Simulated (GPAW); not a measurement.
# As (Pm-3m) in GPAW: a series of runs, part 2 of 2

GPAW 26.7.0. Earlier steps stand in the parts before.

## Step 3: Relaxation of cell and atoms, PBEsol+D3(BJ)

Contents of run.py:

```python
from ase.calculators.mixing import SumCalculator
from ase.filters import FrechetCellFilter
from ase.io import read, write
from ase.optimize import BFGS
from dftd3.ase import DFTD3
from gpaw import GPAW, PW, setup_paths

setup_paths.insert(0, '.')

atoms = read('POSCAR')

calc = GPAW(mode=PW(600),
            xc='PBEsol',
            kpts={'size': (10, 10, 10), 'gamma': True},
            occupations={'name': 'fermi-dirac', 'width': 0.05},
            nbands=9,
            convergence={'density': 1e-05, 'forces': 0.0001},
            maxiter=150,
            txt='gpaw.txt')
atoms.calc = SumCalculator([calc, DFTD3(method='pbesol', damping='d3bj')])
opt = BFGS(FrechetCellFilter(atoms), trajectory='relax.traj', logfile='-')
done = opt.run(fmax=0.02, steps=60)
calc.write('gs.gpw')
write('result.traj', atoms)
print('Converged:', done)
print('Cell:', atoms.cell.cellpar().round(4))
print('Volume:', round(atoms.get_volume(), 4))
print(atoms.get_scaled_positions().round(5))
```

Contents of POSCAR:

```
As
1.0
    2.7036817444      0.0000000000      0.0000000000
    0.0000000000      2.7036817444      0.0000000000
    0.0000000000      0.0000000000      2.7036817444
As
1
Direct
    0.5000000000      0.5000000000      0.5000000000
```

Potentials or basis: PAW data sets generated in the run's folder for this functional, pw.

Started as:

```
gpaw-setup -f PBEsol As
OMP_NUM_THREADS=1 python run.py
```

gpaw.txt:

```text
__  _  _
 | _ |_)|_||  |
 |__||  | ||/\| - 26.7.0

Input parameters:
  mode=PW(ecut=600.0),
  convergence={'density': 1e-05, 'forces': 0.0001},
  kpts=MonkhorstPack(size=(10, 10, 10), gamma=True),
  maxiter=150,
  nbands=9,
  occupations=Occupations(name='fermi-dirac', width=0.05),
  xc=XC(name='PBEsol')

Diagonalizing LCAO Hamiltonian
Converting LCAO to pw mode
   .------.
  /|      |
 * |      |
 | .-As---.
 |/      /
 *------*

Atoms  # Å, Bohr magnetons
|   | symbol |        x |        y |        z |    initial magnetic moments |
|---|--------|----------|----------|----------|-----------------------------|
| 0 |     As | 1.351841 | 1.351841 | 1.351841 | ( 0.0000,  0.0000,  0.0000) |

Unit cell  # Å
| periodic |        x |        y |        z |  lengths |    angles |
|----------|----------|----------|----------|----------|-----------|
|      yes | 2.703682 | 0.000000 | 0.000000 | 2.703682 | 90.000000 |
|      yes | 0.000000 | 2.703682 | 0.000000 | 2.703682 | 90.000000 |
|      yes | 0.000000 | 0.000000 | 2.703682 | 2.703682 | 90.000000 |

Number of symmetries: 48
Symmetry operations  # r_c * U_cc + t_c -> r_c
|    | kind |            matrix            |
|----|------|------------------------------|
|  0 |  E   |  1, 0, 0,  0, 1, 0,  0, 0, 1 |
|  1 |  σ   |  1, 0, 0,  0, 1, 0,  0, 0,-1 |
|  2 |  σ   |  1, 0, 0,  0, 0, 1,  0, 1, 0 |
|  3 |  C4  |  1, 0, 0,  0, 0, 1,  0,-1, 0 |
|  4 |  C4  |  1, 0, 0,  0, 0,-1,  0, 1, 0 |
|  5 |  σ   |  1, 0, 0,  0, 0,-1,  0,-1, 0 |
|  6 |  σ   |  1, 0, 0,  0,-1, 0,  0, 0, 1 |
|  7 |  C2  |  1, 0, 0,  0,-1, 0,  0, 0,-1 |
|  8 |  σ   |  0, 1, 0,  1, 0, 0,  0, 0, 1 |
[... 148 lines left out ...]
SCF iterations
|iter     | |      energy | eigst |  dens |force |
|---------|-|-------------|-------|-------|------|
|iter:   1| |   -5.038961 | -0.77 |       |      |
|iter:   2| |   -5.039574 | -3.26 | -1.32 |      |
|iter:   3| |   -5.039333c| -4.26 | -1.34 |      |
|iter:   4| |   -5.039287c| -4.89 | -1.87 |      |
|iter:   5| |   -5.039275c| -6.03 | -2.97 |      |
|iter:   6| |   -5.039276c| -8.43c| -3.86 |      |
|iter:   7| |   -5.039276c| -7.49c| -4.26 |      |
|iter:   8| |   -5.039276c| -9.06c| -5.78c|      |
|iter:   9| |   -5.039276c|-10.20c| -6.40c|-24.18c|

Converged in 9 steps
Energy contributions relative to reference atoms: (reference = -61459.443079)

Energy contributions:
  Kinetic:           6.954133
  Coulomb:          -6.616395
  Zero:             -0.010345
  External:          0.000000
  Xc:               -5.365396
  Entropy:          -0.002545
  Spinorbit:         0.000000
  ----------------------------
  Free energy:      -5.040548
  Extrapolated:     -5.039276
[... 17 lines left out ...]
No gap
No difference between direct/indirect transitions

Stress tensor  # eV/Ang^3
|         x |         y |        z |
|-----------|-----------|----------|
|  0.009242 | -0.000000 | 0.000000 |
| -0.000000 |  0.009242 | 0.000000 |
|  0.000000 |  0.000000 | 0.009242 |

Forces  # eV/Ang
|       x |       y |       z |
|---------|---------|---------|
| 0.00000 | 0.00000 | 0.00000 |  # As   0

Interpolating wave functions to new cell

       As

Atoms  # Å, Bohr magnetons
|   | symbol |        x |        y |        z |    initial magnetic moments |
[... 184 lines left out ...]
Converged in 9 steps
Energy contributions relative to reference atoms: (reference = -61459.443079)

Energy contributions:
  Kinetic:           8.419360
  Coulomb:          -7.787505
  Zero:             -0.011803
  External:          0.000000
  Xc:               -5.659078
  Entropy:          -0.002626
  Spinorbit:         0.000000
  ----------------------------
  Free energy:      -5.041651
  Extrapolated:     -5.040338
[... 20 lines left out ...]
Stress tensor  # eV/Ang^3
|         x |         y |         z |
|-----------|-----------|-----------|
| -0.004986 | -0.000000 |  0.000000 |
| -0.000000 | -0.004986 |  0.000000 |
|  0.000000 |  0.000000 | -0.004986 |

Forces  # eV/Ang
|       x |        y |       z |
|---------|----------|---------|
| 0.00000 | -0.00000 | 0.00000 |  # As   0

Interpolating wave functions to new cell

       As

Atoms  # Å, Bohr magnetons
|   | symbol |        x |        y |        z |    initial magnetic moments |
|---|--------|----------|----------|----------|-----------------------------|
| 0 |     As | 1.326929 | 1.326929 | 1.326929 | ( 0.0000,  0.0000,  0.0000) |

Unit cell  # Å
| periodic |        x |         y |         z |  lengths |    angles |
|----------|----------|-----------|-----------|----------|-----------|
|      yes | 2.653858 |  0.000000 | -0.000000 | 2.653858 | 90.000000 |
|      yes | 0.000000 |  2.653858 | -0.000000 | 2.653858 | 90.000000 |
|      yes | 0.000000 | -0.000000 |  2.653858 | 2.653858 | 90.000000 |

Number of symmetries: 48
Symmetry operations  # r_c * U_cc + t_c -> r_c
|    | kind |            matrix            |
|----|------|------------------------------|
|  0 |  E   |  1, 0, 0,  0, 1, 0,  0, 0, 1 |
|  1 |  σ   |  1, 0, 0,  0, 1, 0,  0, 0,-1 |
|  2 |  σ   |  1, 0, 0,  0, 0, 1,  0, 1, 0 |
|  3 |  C4  |  1, 0, 0,  0, 0, 1,  0,-1, 0 |
|  4 |  C4  |  1, 0, 0,  0, 0,-1,  0, 1, 0 |
|  5 |  σ   |  1, 0, 0,  0, 0,-1,  0,-1, 0 |
|  6 |  σ   |  1, 0, 0,  0,-1, 0,  0, 0, 1 |
|  7 |  C2  |  1, 0, 0,  0,-1, 0,  0, 0,-1 |
|  8 |  σ   |  0, 1, 0,  1, 0, 0,  0, 0, 1 |
[... 148 lines left out ...]
SCF iterations
|iter     | |      energy | eigst |  dens |force |
|---------|-|-------------|-------|-------|------|
|iter:   1| |   -5.043914 | -1.89 |       |      |
|iter:   2| |   -5.042571 | -4.81 | -1.63 |      |
|iter:   3| |   -5.032558 | -3.62 | -1.66 |      |
|iter:   4| |   -5.031987 | -4.63 | -2.37 |      |
|iter:   5| |   -5.031971c| -5.62 | -2.95 |      |
|iter:   6| |   -5.031971c| -8.63c| -4.13 |      |
|iter:   7| |   -5.031971c| -8.51c| -4.65 |      |
|iter:   8| |   -5.031971c|-10.08c| -5.88c|      |
|iter:   9| |   -5.031971c|-11.12c| -6.47c|-26.40c|

Converged in 9 steps
Energy contributions relative to reference atoms: (reference = -61459.443079)

Energy contributions:
  Kinetic:          10.312048
  Coulomb:          -9.302098
  Zero:             -0.013706
  External:          0.000000
  Xc:               -6.026936
  Entropy:          -0.002558
  Spinorbit:         0.000000
  ----------------------------
  Free energy:      -5.033250
  Extrapolated:     -5.031971
[... 20 lines left out ...]
Stress tensor  # eV/Ang^3
|         x |         y |         z |
|-----------|-----------|-----------|
| -0.024486 |  0.000000 |  0.000000 |
|  0.000000 | -0.024486 | -0.000000 |
|  0.000000 | -0.000000 | -0.024486 |

Forces  # eV/Ang
|        x |       y |        z |
|----------|---------|----------|
| -0.00000 | 0.00000 | -0.00000 |  # As   0

Interpolating wave functions to new cell

       As

Atoms  # Å, Bohr magnetons
|   | symbol |        x |        y |        z |    initial magnetic moments |
|---|--------|----------|----------|----------|-----------------------------|
| 0 |     As | 1.327892 | 1.327892 | 1.327892 | ( 0.0000,  0.0000,  0.0000) |

Unit cell  # Å
| periodic |        x |         y |         z |  lengths |    angles |
|----------|----------|-----------|-----------|----------|-----------|
|      yes | 2.655783 | -0.000000 | -0.000000 | 2.655783 | 90.000000 |
|      yes | 0.000000 |  2.655783 | -0.000000 | 2.655783 | 90.000000 |
|      yes | 0.000000 | -0.000000 |  2.655783 | 2.655783 | 90.000000 |

Number of symmetries: 48
Symmetry operations  # r_c * U_cc + t_c -> r_c
|    | kind |            matrix            |
|----|------|------------------------------|
|  0 |  E   |  1, 0, 0,  0, 1, 0,  0, 0, 1 |
|  1 |  σ   |  1, 0, 0,  0, 1, 0,  0, 0,-1 |
|  2 |  σ   |  1, 0, 0,  0, 0, 1,  0, 1, 0 |
|  3 |  C4  |  1, 0, 0,  0, 0, 1,  0,-1, 0 |
|  4 |  C4  |  1, 0, 0,  0, 0,-1,  0, 1, 0 |
|  5 |  σ   |  1, 0, 0,  0, 0,-1,  0,-1, 0 |
|  6 |  σ   |  1, 0, 0,  0,-1, 0,  0, 0, 1 |
|  7 |  C2  |  1, 0, 0,  0,-1, 0,  0, 0,-1 |
|  8 |  σ   |  0, 1, 0,  1, 0, 0,  0, 0, 1 |
[... 148 lines left out ...]
SCF iterations
|iter     | |      energy | eigst |  dens |force |
|---------|-|-------------|-------|-------|------|
|iter:   1| |   -5.032999 | -4.14 |       |      |
|iter:   2| |   -5.032992 | -7.06 | -2.78 |      |
|iter:   3| |   -5.032938c| -5.91 | -2.81 |      |
|iter:   4| |   -5.032934c| -6.93 | -3.52 |      |
|iter:   5| |   -5.032934c| -7.87c| -4.10 |      |
|iter:   6| |   -5.032934c| -9.06c| -5.28c|      |
|iter:   7| |   -5.032934c|-10.20c| -5.79c|-24.95c|

Converged in 7 steps
Energy contributions relative to reference atoms: (reference = -61459.443079)

Energy contributions:
  Kinetic:          10.171787
  Coulomb:          -9.189684
  Zero:             -0.013563
  External:          0.000000
  Xc:               -6.000190
  Entropy:          -0.002568
  Spinorbit:         0.000000
  ----------------------------
  Free energy:      -5.034218
  Extrapolated:     -5.032934
[... 20 lines left out ...]
Stress tensor  # eV/Ang^3
|         x |         y |         z |
|-----------|-----------|-----------|
| -0.022999 | -0.000000 | -0.000000 |
| -0.000000 | -0.022999 |  0.000000 |
| -0.000000 |  0.000000 | -0.022999 |

Forces  # eV/Ang
|        x |        y |        z |
|----------|----------|----------|
| -0.00000 | -0.00000 | -0.00000 |  # As   0

# Writing to gs.gpw (mode='')
```

Wall time 14 s (1 thread of Arm Neoverse V2, shared host); peak memory 0.17 GiB.

What came out:

```yaml
Free_energy: -5.4563 eV
Relaxed_volume: 18.73 Å³/atom
Relaxed_cell: a = 2.656 Å, b = 2.656 Å, c = 2.656 Å, α = 90.00°, β = 90.00°, γ = 90.00°
Space_group_after_relaxing_to_0.05_Å: Pm-3m (No. 221)
Energy_gained_by_relaxing: 16.2 meV/atom
Ionic_steps: 4
Pressure_after_relaxing: 0.0 GPa
Band_gap_on_the_k_mesh: none (metal or under the smearing width)
Dispersion_energy_per_atom: -0.422 eV
```

Step by step:
```tsv
step	energy change (eV)	largest force (eV/Å)	pressure (GPa)	volume (Å³)
1	0.0000	0.0000	-4.78	19.76
2	-0.0115	0.0000	-2.68	19.27
3	-0.0162	0.0000	0.21	18.69
4	-0.0162	0.0000	-0.01	18.73
```

Final structure:
```
As
1.0
     2.65578    0.00000    0.00000
     0.00000    2.65578    0.00000
     0.00000    0.00000    2.65578
As
1
Direct
  0.50000 0.50000 0.50000
```

Levels at points of the mesh, in eV from the Fermi level:
| k point | band 1 | band 2 | band 3 | band 4 | band 5 |
| --- | --- | --- | --- | --- | --- |
| (0.00, 0.00, 0.00) | -15.45 | 4.42 | 4.42 | 4.42 | 8.68 |
| (0.50, 0.00, 0.00) | -12.05 | -7.37 | 6.91 | 6.91 | 11.59 |
| (0.50, 0.50, 0.00) | -8.48 | -4.50 | -4.50 | 2.22 | 9.27 |
| (0.50, 0.50, 0.50) | -4.48 | -1.87 | -1.87 | -1.87 | 5.87 |

Caveat: later steps reuse the first step's grids; pairwise dispersion overbinds metals, which lowers pressure and volume.

## Step 4: Relaxation of cell and atoms, PBEsol+D4

Edit run.py of step 3 so:

```diff
@@ -4,3 +4,3 @@
 from ase.optimize import BFGS
-from dftd3.ase import DFTD3
+from dftd4.ase import DFTD4
 from gpaw import GPAW, PW, setup_paths
@@ -9,3 +9,3 @@
 
-atoms = read('POSCAR')
+atoms = read('As.xyz')
 
@@ -19,3 +19,3 @@
             txt='gpaw.txt')
-atoms.calc = SumCalculator([calc, DFTD3(method='pbesol', damping='d3bj')])
+atoms.calc = SumCalculator([calc, DFTD4(method='pbesol')])
 opt = BFGS(FrechetCellFilter(atoms), trajectory='relax.traj', logfile='-')
```

Contents of As.xyz:

```xyz
1
Lattice="2.7036817444 0.0000000000 0.0000000000 0.0000000000 2.7036817444 0.0000000000 0.0000000000 0.0000000000 2.7036817444" Properties=species:S:1:pos:R:3 pbc="T T T"
As     1.3518408722      1.3518408722      1.3518408722
```

Started as:

```
gpaw-setup -f PBEsol As
OMP_NUM_THREADS=1 python run.py
```

Run time: 13 s. Hardware: 1 thread of Arm Neoverse V2, shared host; peak memory 0.15 GiB.

It converged, with:

```
Free energy                            : -5.3275 eV
Relaxed volume                         : 18.96 Å³/atom
Relaxed cell                           : a = 2.666 Å, b = 2.666 Å, c = 2.666 Å, α = 90.00°, β = 90.00°, γ = 90.00°
Space group after relaxing (to 0.05 Å) : Pm-3m (No. 221)
Energy gained by relaxing              : 9.1 meV/atom
Ionic steps                            : 3
Pressure after relaxing                : 0.1 GPa
Band gap on the k mesh                 : none (metal or under the smearing width)
Dispersion energy per atom             : -0.289 eV
```

Step by step:
| step | energy change (eV) | largest force (eV/Å) | pressure (GPa) | volume (Å³) |
| --- | --- | --- | --- | --- |
| 1 | 0.0000 | 0.0000 | -3.61 | 19.76 |
| 2 | -0.0065 | 0.0000 | -1.99 | 19.39 |
| 3 | -0.0091 | 0.0000 | 0.11 | 18.96 |

Final structure:
```cif
data_structure
_symmetry_space_group_name_H-M 'P 1'
_symmetry_Int_Tables_number 1
_cell_length_a 2.6664
_cell_length_b 2.6664
_cell_length_c 2.6664
_cell_angle_alpha 90.000
_cell_angle_beta 90.000
_cell_angle_gamma 90.000
_cell_volume 18.96
loop_
_atom_site_label
_atom_site_type_symbol
_atom_site_fract_x
_atom_site_fract_y
_atom_site_fract_z
_atom_site_occupancy
As1 As 0.50000 0.50000 0.50000 1
```

Levels at points of the mesh, in eV from the Fermi level:
| k point | band 1 | band 2 | band 3 | band 4 | band 5 |
| --- | --- | --- | --- | --- | --- |
| (0.00, 0.00, 0.00) | -15.33 | 4.37 | 4.37 | 4.37 | 8.67 |
| (0.50, 0.00, 0.00) | -11.99 | -7.26 | 6.82 | 6.82 | 11.55 |
| (0.50, 0.50, 0.00) | -8.49 | -4.44 | -4.44 | 2.27 | 9.13 |
| (0.50, 0.50, 0.50) | -4.57 | -1.84 | -1.84 | -1.84 | 5.89 |

Caveat: later steps reuse the first step's grids; pairwise dispersion overbinds metals, which lowers pressure and volume.

## Step 5: Single point, LDA

Contents of run.py:

```python
from ase.dft.bandgap import bandgap
from ase.io import read, write
from ase.units import GPa
from gpaw import GPAW, PW

atoms = read('As.cif')

calc = GPAW(mode=PW(400),
            xc='LDA',
            kpts={'size': (8, 8, 8), 'gamma': True},
            occupations={'name': 'fermi-dirac', 'width': 0.05},
            nbands=9,
            maxiter=120,
            txt='gpaw.txt')
atoms.calc = calc
energy = atoms.get_potential_energy()
forces = atoms.get_forces()
stress = atoms.get_stress()
calc.write('gs.gpw')
write('result.traj', atoms)
print(f'Energy: {energy:.6f} eV')
print('Forces (eV/A):')
print(forces.round(4))
print('Stress (GPa):', (stress / GPa).round(3))
print('Fermi level:', round(calc.get_fermi_level(), 4), 'eV')
print(f'Gap: {bandgap(calc)[0]:.4f} eV, direct: {bandgap(calc, direct=True)[0]:.4f} eV')
```

Contents of As.cif:

```cif
data_As
_cell_length_a 2.70368174
_cell_length_b 2.70368174
_cell_length_c 2.70368174
_cell_angle_alpha 90.00000000
_cell_angle_beta 90.00000000
_cell_angle_gamma 90.00000000
_space_group_name_H-M_alt 'P1'
_space_group_name_Hall 'P 1'
_space_group_IT_number 1
loop_
_space_group_symop_operation_xyz
'x,y,z'
loop_
_atom_site_label
_atom_site_type_symbol
_atom_site_symmetry_multiplicity
_atom_site_Wyckoff_symbol
_atom_site_fract_x
_atom_site_fract_y
_atom_site_fract_z
_atom_site_occupancy
As1 As 1 a 0.5000000000 0.5000000000 0.5000000000 1
```

Potentials or basis: the program's PAW data sets (release 1.2.1) made for this functional, pw.

Started as:

```
OMP_NUM_THREADS=1 python run.py
```

gpaw.txt:

```text
__  _  _
 | _ |_)|_||  |
 |__||  | ||/\| - 26.7.0

Input parameters:
  mode=PW(ecut=400.0),
  kpts=MonkhorstPack(size=(8, 8, 8), gamma=True),
  maxiter=120,
  nbands=9,
  occupations=Occupations(name='fermi-dirac', width=0.05),
  xc=XC(name='LDA')

Diagonalizing LCAO Hamiltonian
Converting LCAO to pw mode
   .------.
  /|      |
 * |  As  |
 | .------.
 |/      /
 *------*

Atoms  # Å, Bohr magnetons
|   | symbol |        x |        y |        z |    initial magnetic moments |
|---|--------|----------|----------|----------|-----------------------------|
| 0 |     As | 1.351841 | 1.351841 | 1.351841 | ( 0.0000,  0.0000,  0.0000) |

Unit cell  # Å
| periodic |        x |        y |        z |  lengths |    angles |
|----------|----------|----------|----------|----------|-----------|
|      yes | 2.703682 | 0.000000 | 0.000000 | 2.703682 | 90.000000 |
|      yes | 0.000000 | 2.703682 | 0.000000 | 2.703682 | 90.000000 |
|      yes | 0.000000 | 0.000000 | 2.703682 | 2.703682 | 90.000000 |

Number of symmetries: 48
Symmetry operations  # r_c * U_cc + t_c -> r_c
|    | kind |            matrix            |
|----|------|------------------------------|
|  0 |  E   |  1, 0, 0,  0, 1, 0,  0, 0, 1 |
|  1 |  σ   |  1, 0, 0,  0, 1, 0,  0, 0,-1 |
|  2 |  σ   |  1, 0, 0,  0, 0, 1,  0, 1, 0 |
|  3 |  C4  |  1, 0, 0,  0, 0, 1,  0,-1, 0 |
|  4 |  C4  |  1, 0, 0,  0, 0,-1,  0, 1, 0 |
|  5 |  σ   |  1, 0, 0,  0, 0,-1,  0,-1, 0 |
|  6 |  σ   |  1, 0, 0,  0,-1, 0,  0, 0, 1 |
|  7 |  C2  |  1, 0, 0,  0,-1, 0,  0, 0,-1 |
|  8 |  σ   |  0, 1, 0,  1, 0, 0,  0, 0, 1 |
[... 125 lines left out ...]
  Trust region scale: 1.0
  Backstep threshold: 4.0
  History deletion threshold: 6.0
  Fourier metric: weight=20.0, sigma=0.015

occupation numbers:
  Fermi-Dirac:
    width: 0.0500  # eV

poisson solver:
  ecut: 3200.0  # eV

xc functional:
  name: None

convergence criteria:
- Maximum [total energy] change in last 3 cyles: 0.0005 eV / valence electron
- Maximum integral of absolute [dens]ity change: 0.0001 electrons / valence electron
- Maximum integral of absolute [eigenst]ate change: 4e-08 eV^2 / valence electron
maximum number of iterations: 120

SCF iterations
|iter     | |      energy | eigst |  dens |
|---------|-|-------------|-------|-------|
|iter:   1| |   -5.295810 | -0.77 |       |
|iter:   2| |   -5.296077 | -3.23 | -1.35 |
|iter:   3| |   -5.293186 | -4.68 | -1.37 |
|iter:   4| |   -5.292822 | -5.10 | -1.90 |
|iter:   5| |   -5.292815c| -6.27 | -3.08 |
|iter:   6| |   -5.292815c| -8.27c| -3.76 |
|iter:   7| |   -5.292815c| -7.82c| -4.19c|

Converged in 7 steps
Energy contributions relative to reference atoms: (reference = -61419.907824)

Energy contributions:
  Kinetic:           8.204949
  Coulomb:          -7.761479
  Zero:             -0.009350
  External:          0.000000
  Xc:               -5.723359
  Entropy:          -0.007154
  Spinorbit:         0.000000
  ----------------------------
  Free energy:      -5.296392
  Extrapolated:     -5.292815

dipole moment: (-0.000003, -0.000003, -0.000003)  # |e|*Ang

Fermi level: 7.254
Eigenvalues  # (at kpt = [0.000, 0.000, 0.000])
| band index |      eig [eV] | occ [0-2] |
|------------|---------------|-----------|
|          0 |        -7.695 |     2.000 |
|          1 |        11.423 |     0.000 |
|          2 |        11.423 |     0.000 |
|          3 |        11.423 |     0.000 |
|          4 |        15.985 |     0.000 |
|          5 |        15.985 |     0.000 |
|          6 |        17.710 |     0.000 |
|          7 |        32.976 |     0.000 |
|          8 |        34.399 |     0.000 |

No gap
No difference between direct/indirect transitions

Forces  # eV/Ang
|        x |       y |        z |
|----------|---------|----------|
| -0.00000 | 0.00000 | -0.00000 |  # As   0

Stress tensor  # eV/Ang^3
|        x |        y |        z |
|----------|----------|----------|
| 0.012713 | 0.000000 | 0.000000 |
| 0.000000 | 0.012713 | 0.000000 |
| 0.000000 | 0.000000 | 0.012713 |

# Writing to gs.gpw (mode='')
```

stdout:

```text
Energy: -5.292815 eV
Forces (eV/A):
[[-0.  0. -0.]]
Stress (GPa): [2.037 2.037 2.037 0.    0.    0.   ]
Fermi level: 7.2538 eV
Gap: 0.0000 eV, direct: 0.0000 eV
```

Run time: 2.4 s. Hardware: 1 thread of Arm Neoverse V2, shared host; peak memory 0.12 GiB.

These settings aren't checked as converged: the numbers below hold their error.

What came out:

* Free energy: -5.2964 eV
* Pressure: -2.0 GPa
* Band gap on the k mesh: none (metal or under the smearing width)

Caveat: the cutoff is short for stress and forces, so pressures can be off by a GPa or more.

## Step 6: Summary

| level | gap on the mesh (eV) | pressure (GPa) | relaxed volume (Å³/atom) |
| --- | --- | --- | --- |
| PBEsol | none | 0.0 | 19.43 |
| PBEsol+D3(BJ) | none | 0.0 | 18.73 |
| PBEsol+D4 | none | 0.1 | 18.96 |

Alike in all rows: task relaxation of cell and atoms; potentials or basis PAW data sets generated in the run's folder for this functional, pw; no spin polarisation; cell relaxed; k mesh 10 × 10 × 10; cutoff (eV) 600; smearing fermi-dirac 0.05 eV.

Caveats: later steps reuse the first step's grids; pairwise dispersion overbinds metals, which lowers pressure and volume (some runs).

Absolute energies hang on the potentials; compare differences alone.
